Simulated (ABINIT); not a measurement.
# Zr (P6_3/mmc) in ABINIT: a series of runs

One crystal, Zr, is run at these levels: LDA, rPW86PBE; tasks: equation of state, band structure.

All numbers are computed with ABINIT 10.8.3 (patched build); they aren't measurements. Logs are shortened: lines on timing, memory, paths and dates and some standing lists are left out, and cuts for length are marked. The log counts tension as positive stress, the text compression.

### Step 1. Starting point

The structure is hexagonal, space group P6_3/mmc (No. 194). The conventional cell has a = 3.232 Å, b = 3.232 Å, c = 5.147 Å, α = 90.00°, β = 90.00°, γ = 120.00°. Zr (site symmetry -6m2) is surrounded by 12 Zr at 3.18 to 3.23 Å.

### Step 2. Equation of state, LDA

Contents of run.abi:

```
ndtset 7
getwfk -1
scalecart1 3*0.9795861087
scalecart2 3*0.9864848297
scalecart3 3*0.9932883884
scalecart4 3*1.0000000000
scalecart5 3*1.0066227096
scalecart6 3*1.0131594038
scalecart7 3*1.0196128224

pp_dirpath "./"
pseudos "Zr.LDA_PW-JTH.xml"

acell 6.1075948348 6.1075948347 9.7264203634
rprim
     1.0000000000     0.0000000000     0.0000000000
    -0.5000000000     0.8660254038     0.0000000000
     0.0000000000     0.0000000000     1.0000000000
ntypat 1
znucl 40
natom 2
typat 1 1
xred
     0.6666666667     0.3333333333     0.7500000000
     0.3333333333     0.6666666667     0.2500000000

ecut 12.0
pawecutdg 24.0

kptopt 1
ngkpt 9 9 5
nshiftk 1
shiftk 0.0 0.0 0.0

ixc 7

nband 16
occopt 3
tsmear 0.05 eV

nstep 100
tolvrs 1.0e-9

iomode 3
prtwf 1
prtden 0
prteig 0
prtebands 0
```

Potentials or basis: JTH PAW LDA v2.0.

Run with:

```console
$ abinit run.abi > log 2>&1
```

run.abo:

```text
.Version 10.8.3 of ABINIT
 DATASET    1 : space group P6_3/m m c (#194); Bravais hP (primitive hexag.)
================================================================================
 Values of the parameters that define the memory need for DATASET  1.
     intxc =       0    ionmov =       0      iscf =      17    lmnmax =      18
     lnmax =       6     mgfft =      30  mpssoang =       3    mqgrid =    3001
     natom =       2  nloc_mem =       2    nspden =       1   nspinor =       1
    nsppol =       1      nsym =      24    n1xccc =       1    ntypat =       1
    occopt =       3   xclevel =       1
       mpw =         597          nfft =       12000          nkpt =          36
 PAW method is used; the additional fine FFT grid is defined by:
   mgfftf=        45    nfftf =     40500
================================================================================
================================================================================
[... 71 lines left out ...]
 DATASET    7 : space group P6_3/m m c (#194); Bravais hP (primitive hexag.)
================================================================================
 Values of the parameters that define the memory need for DATASET  7.
     intxc =       0    ionmov =       0      iscf =      17    lmnmax =      18
     lnmax =       6     mgfft =      32  mpssoang =       3    mqgrid =    3001
     natom =       2  nloc_mem =       2    nspden =       1   nspinor =       1
    nsppol =       1      nsym =      24    n1xccc =       1    ntypat =       1
    occopt =       3   xclevel =       1
       mpw =         687          nfft =       12800          nkpt =          36
 PAW method is used; the additional fine FFT grid is defined by:
   mgfftf=        45    nfftf =     40500
================================================================================
================================================================================

--------------------------------------------------------------------------------
------------- Echo of variables that govern the present computation ------------
--------------------------------------------------------------------------------
 -outvars: echo values of preprocessed input variables --------
            acell      6.1075948348E+00  6.1075948347E+00  9.7264203634E+00 Bohr
              amu      9.12240000E+01
             ecut      1.20000000E+01 Hartree
           getwfk          -1
              ixc           7
           jdtset        1    2    3    4    5    6    7
         kptrlatt        9    0    0      0    9    0      0    0    5
          kptrlen1     4.76393314E+01
          kptrlen2     4.79748307E+01
          kptrlen3     4.83057020E+01
          kptrlen4     4.86321018E+01
          kptrlen5     4.89541781E+01
          kptrlen6     4.92720713E+01
[... 71 lines left out ...]
            xcart6     3.0939835708E+00  1.7863122474E+00  7.3908106924E+00
                       3.3771886847E-11  3.5726244949E+00  2.4636035641E+00
            xcart7     3.1136910038E+00  1.7976903392E+00  7.4378871889E+00
                       3.3986968949E-11  3.5953806784E+00  2.4792957296E+00
             xred      6.6666666667E-01  3.3333333333E-01  7.5000000000E-01
                       3.3333333333E-01  6.6666666667E-01  2.5000000000E-01
            znucl       40.00000

================================================================================

 chkinp: Checking input parameters for consistency, jdtset=   1.

 chkinp: Checking input parameters for consistency, jdtset=   2.
[... 40 lines left out ...]
 getcut: wavevector=  0.0000  0.0000  0.0000  ngfft=  30  30  45
         ecut(hartree)=     24.000   => boxcut(ratio)=   2.09405

--- Pseudopotential description ------------------------------------------------
- pspini: atom type   1  psp file is ./Zr.LDA_PW-JTH.xml
 Pseudopotential format is: paw10
 basis_size (lnmax)=  6 (lmn_size= 18), orbitals=   0   0   1   1   2   2
 Spheres core radius: rc_sph= 2.22030268
 Shapefunction is BESSEL type: shapef(r,l)=aa(1,l)*jl(q(1,l)*r)+aa(2,l)*jl(q(2,l)*r)
 Radius for shape functions =  2.22030268
 Compensation charge density is not taken into account in XC energy/potential

   7.41879912E+02                                ecore*ucvol(ha*bohr**3)
--------------------------------------------------------------------------------

[... 1234 lines left out ...]
-Cartesian components of stress tensor (GPa)         [Pressure= -1.3082E+01 GPa]
- sigma(1 1)=  1.32145302E+01  sigma(3 2)=  0.00000000E+00
- sigma(2 2)=  1.32145302E+01  sigma(3 1)=  0.00000000E+00
- sigma(3 3)=  1.28174512E+01  sigma(2 1)= -1.98482751E-09

== END DATASET(S) ==============================================================
================================================================================

 -outvars: echo values of variables after computation  --------
            acell      6.1075948348E+00  6.1075948347E+00  9.7264203634E+00 Bohr
           etotal1    -9.5355187566E+01
           etotal2    -9.5354924783E+01
           etotal3    -9.5354194429E+01
           etotal4    -9.5353068885E+01
           etotal5    -9.5351569537E+01
           etotal6    -9.5349709855E+01
           etotal7    -9.5347586098E+01
            fcart1     0.0000000000E+00  5.1967959746E-29 -7.4083826219E-24
                       0.0000000000E+00 -5.1967959746E-29  7.4083826219E-24
            fcart2     4.4690838738E-29  1.2901133887E-29 -0.0000000000E+00
                      -4.4690838738E-29 -1.2901133887E-29 -0.0000000000E+00
            fcart3     4.4384727493E-29  5.1251068732E-29 -0.0000000000E+00
                      -4.4384727493E-29 -5.1251068732E-29 -0.0000000000E+00
            fcart4    -1.6532562915E-29  3.1816932167E-30  4.5357179402E-25
                       1.6532562915E-29 -3.1816932167E-30 -4.5357179402E-25
            fcart5    -2.7372988174E-29 -1.1694813547E-28 -0.0000000000E+00
                       2.7372988174E-29  1.1694813547E-28 -0.0000000000E+00
[... 38 lines left out ...]
                       0.0000000000E+00  0.0000000000E+00 -6.7462915948E-14
           xangst1     1.5830111506E+00  9.1395191392E-01  3.7814472735E+00
                       1.7279239671E-11  1.8279038278E+00  1.2604824245E+00
           xangst2     1.5941594837E+00  9.2038840706E-01  3.8080780612E+00
                       1.7400928595E-11  1.8407768141E+00  1.2693593537E+00
           xangst3     1.6051540346E+00  9.2673611395E-01  3.8343414987E+00
                       1.7520855044E-11  1.8534722279E+00  1.2781138329E+00
           xangst4     1.6159999989E+00  9.3299803438E-01  3.8602499974E+00
                       1.7639293187E-11  1.8659960688E+00  1.2867499991E+00
           xangst5     1.6267022976E+00  9.3917700942E-01  3.8858153121E+00
                       1.7756164687E-11  1.8783540188E+00  1.2952717707E+00
           xangst6     1.6372655954E+00  9.4527573226E-01  3.9110485858E+00
                       1.7871312876E-11  1.8905514645E+00  1.3036828619E+00
           xangst7     1.6476943199E+00  9.5129675913E-01  3.9359603950E+00
                       1.7985129423E-11  1.9025935183E+00  1.3119867983E+00
             xred      6.6666666667E-01  3.3333333333E-01  7.5000000000E-01
                       3.3333333333E-01  6.6666666667E-01  2.5000000000E-01
 Calculation completed.
```

Run time: 43 s. Hardware: 1 thread of Arm Neoverse V2, shared host; peak memory 0.11 GiB.

What came out:

```
Equilibrium volume                        : 21.87 Å³/atom (rough: see the caveat)
Bulk modulus at fixed shape and positions : 112 GPa (rough)
```

Energy against volume, from the lowest point:
| volume (Å³/atom) | energy (meV/atom) |
| --- | --- |
| 21.884 | 0.00 |
| 22.350 | 3.58 |
| 22.815 | 13.51 |
| 23.281 | 28.83 |
| 23.746 | 49.23 |
| 24.212 | 74.53 |
| 24.678 | 103.42 |

Caveat: the cutoff is too short for stress, so the log's stress isn't used; pressures at fixed basis lie under the slope of the energies; the minimum lies outside the volumes run; the cell was scaled at fixed shape and fractional positions, which overstates the stiffness of a crystal with free parameters, most of all of layers and chains.

### Step 3. Band structure, rPW86PBE

Contents of run.abi:

```
# Datasets: ground state, then fixed potential
ndtset 2

# Pseudopotentials
pp_dirpath "./"
pseudos "Zr.GGA_PBE-JTH.xml"

# Structure
acell 6.1075948348 6.1075948347 9.7264203634
rprim
     1.0000000000     0.0000000000     0.0000000000
    -0.5000000000     0.8660254038     0.0000000000
     0.0000000000     0.0000000000     1.0000000000
ntypat 1
znucl 40
natom 2
typat 1 1
xred
     0.6666666667     0.3333333333     0.7500000000
     0.3333333333     0.6666666667     0.2500000000

# Plane-wave basis
ecut 462.593566 eV
pawecutdg 34.0

# Exchange and correlation
ixc -144130

# Bands and occupations
occopt 3
tsmear 0.05 eV

# SCF cycle
nstep 100

# Output
iomode 3
prtwf 0
prteig 0
prtebands 0
prtden1 1

# Dataset 1
kptopt1 1
ngkpt1 9 9 5
nshiftk1 1
shiftk1 0.0 0.0 0.0
nband1 16
tolvrs1 1.0e-9

# Dataset 2: bands along G-M-K-G-A-L-H-A
iscf2 -2
getden2 1
nband2 20
nbdbuf2 2
tolwfr2 1.0e-12
kptopt2 -7
ndivsm2 8
prteig2 1
prtvol2 -3
kptbounds2
     0.0000000000     0.0000000000     0.0000000000
     0.5000000000     0.0000000000     0.0000000000
     0.3333333333     0.3333333333     0.0000000000
     0.0000000000     0.0000000000     0.0000000000
     0.0000000000     0.0000000000     0.5000000000
     0.5000000000     0.0000000000     0.5000000000
     0.3333333333     0.3333333333     0.5000000000
     0.0000000000     0.0000000000     0.5000000000
```

Potentials or basis: JTH PAW PBE v2.0.

Run with:

```console
$ abinit run.abi > log 2>&1
```

run.abo:

```text
.Version 10.8.3 of ABINIT
 DATASET    1 : space group P6_3/m m c (#194); Bravais hP (primitive hexag.)
================================================================================
 Values of the parameters that define the memory need for DATASET  1.
     intxc =       0    ionmov =       0      iscf =      17    lmnmax =      18
     lnmax =       6     mgfft =      40  mpssoang =       3    mqgrid =    3001
     natom =       2  nloc_mem =       2    nspden =       1   nspinor =       1
    nsppol =       1      nsym =      24    n1xccc =       1    ntypat =       1
    occopt =       3   xclevel =       2
       mpw =        1062          nfft =       23040          nkpt =          36
 PAW method is used; the additional fine FFT grid is defined by:
   mgfftf=        54    nfftf =     69984
================================================================================
================================================================================

 DATASET    2 : space group P6_3/m m c (#194); Bravais hP (primitive hexag.)
================================================================================
 Values of the parameters that define the memory need for DATASET  2.
     intxc =       0    ionmov =       0      iscf =      -2    lmnmax =      18
     lnmax =       6     mgfft =      40  mpssoang =       3    mqgrid =    3001
     natom =       2  nloc_mem =       2    nspden =       1   nspinor =       1
[... 1065 lines left out ...]
  -1.38395   -1.37856   -0.59163   -0.56337   -0.56174   -0.55829   -0.55643   -0.55609
   0.21712    0.31264    0.42560    0.43774    0.45565    0.46205    0.46853    0.48060
   0.48341    0.48451    0.58331    0.60683
 kpt#   5, nband= 20, wtk=  1.00000, kpt=  0.1333  0.0000  0.0000 (reduced coord)
[... 325 lines left out ...]
   0.27882    0.27882    0.40653    0.40653    0.44028    0.44028    0.45044    0.45044
   0.55698    0.55698    0.56167    0.56167
 kpt#  87, nband= 20, wtk=  1.00000, kpt=  0.0392  0.0392  0.5000 (reduced coord)
  -1.38143   -1.38143   -0.57515   -0.57515   -0.55916   -0.55916   -0.55863   -0.55863
   0.27386    0.27386    0.41142    0.41142    0.44192    0.44192    0.44619    0.44619
   0.55830    0.55830    0.56025    0.56025
 kpt#  88, nband= 20, wtk=  1.00000, kpt=  0.0196  0.0196  0.5000 (reduced coord)
  -1.38153   -1.38153   -0.57502   -0.57502   -0.55857   -0.55857   -0.55843   -0.55843
   0.27075    0.27075    0.41494    0.41494    0.44259    0.44259    0.44360    0.44360
   0.55912    0.55912    0.55958    0.55958
 kpt#  89, nband= 20, wtk=  1.00000, kpt=  0.0000  0.0000  0.5000 (reduced coord)
  -1.38157   -1.38157   -0.57498   -0.57498   -0.55837   -0.55837   -0.55837   -0.55837
   0.26969    0.26969    0.41624    0.41624    0.44273    0.44273    0.44273    0.44273
   0.55939    0.55939    0.55939    0.55939

== END DATASET(S) ==============================================================
================================================================================

 -outvars: echo values of variables after computation  --------
            acell      6.1075948348E+00  6.1075948347E+00  9.7264203634E+00 Bohr
           etotal1    -9.5150509877E+01
            fcart1    -3.8575980136E-29 -4.1362011815E-29 -0.0000000000E+00
                       3.8575980136E-29  4.1362011815E-29 -0.0000000000E+00
            rprim      1.0000000000E+00  0.0000000000E+00  0.0000000000E+00
                      -5.0000000000E-01  8.6602540380E-01  0.0000000000E+00
                       0.0000000000E+00  0.0000000000E+00  1.0000000000E+00
           strten1    -1.1135845921E-04 -1.1135845924E-04 -1.4583675818E-04
                       0.0000000000E+00  0.0000000000E+00 -7.0638489624E-14
           xangst      1.6159999989E+00  9.3299803438E-01  3.8602499974E+00
                       1.7639293187E-11  1.8659960688E+00  1.2867499991E+00
             xred      6.6666666667E-01  3.3333333333E-01  7.5000000000E-01
                       3.3333333333E-01  6.6666666667E-01  2.5000000000E-01
 Calculation completed.
```

It took 39 s on 1 thread of Arm Neoverse V2, shared host; peak memory 0.12 GiB.

Results:

| Item | Value |
| --- | --- |
| Free energy | -2589.1773 eV |
| Pressure | 3.6 GPa |
| Band gap on the k mesh | none (metal or under the smearing width) |
| Valence electrons inside the program's atomic spheres | Zr 9.02 (radii [1.1749] Å) |

Stress tensor (GPa, compression positive):
```
3.28 0.00 0.00
0.00 3.28 0.00
0.00 0.00 4.29
```

Levels at the corners of the path, in eV from the Fermi level:
```
point  band 10  band 11  band 12  band 13  band 14  band 15
    Γ    -3.04     0.84     0.84     1.00     1.16     1.54
    M    -2.51    -2.16    -0.23     0.52     0.77     1.45
    K    -1.37    -1.37    -1.16     0.26     0.26     1.79
    Γ    -3.04     0.84     0.84     1.00     1.16     1.54
    A    -3.96     0.03     0.03     0.75     0.75     0.75
    L    -2.88    -1.06    -1.06     1.62     1.62     2.19
    H    -1.45    -1.30    -1.30    -0.04    -0.04     2.02
    A    -3.96     0.03     0.03     0.75     0.75     0.75
```

Caveat: the PAW data sets were made with another functional, which shifts forces and pressure a little.

### Step 4. The reference run

An earlier run on the cell as given: functional PBE; potentials or basis JTH PAW PBE v2.0; cutoff 463 eV; k mesh 9 × 9 × 5; occupations fermi-dirac, width 0.05 eV; no spin polarisation.

* Pressure: 0.4 GPa
* Band gap on the k mesh: none (metal or under the smearing width)
* Valence electrons inside the program's atomic spheres: Zr 9.01 (radii [1.1749] Å)

### Step 5. Overview

| task | level | potentials or basis | cutoff (eV) | fine-grid cutoff | gap on the mesh (eV) | pressure (GPa) |
| --- | --- | --- | --- | --- | --- | --- |
| equation of state | LDA | JTH PAW LDA v2.0 | 327 | 653.073 eV | - | - |
| band structure | rPW86PBE | JTH PAW PBE v2.0 | 463 | 925.187 eV | none | 3.6 |
| single point | PBE | JTH PAW PBE v2.0 | 463 | 925.187 eV | none | 0.4 |

Alike in all rows: no spin polarisation; cell as given; k mesh 9 × 9 × 5; smearing fermi-dirac 0.05 eV.

Caveats: pressures at fixed basis lie under the slope of the energies (some runs); the minimum lies outside the volumes run (some runs); the cell was scaled at fixed shape and fractional positions, which overstates the stiffness of a crystal with free parameters, most of all of layers and chains (some runs); the PAW data sets were made with another functional, which shifts forces and pressure a little (some runs).

Absolute energies hang on the potentials; compare differences alone.
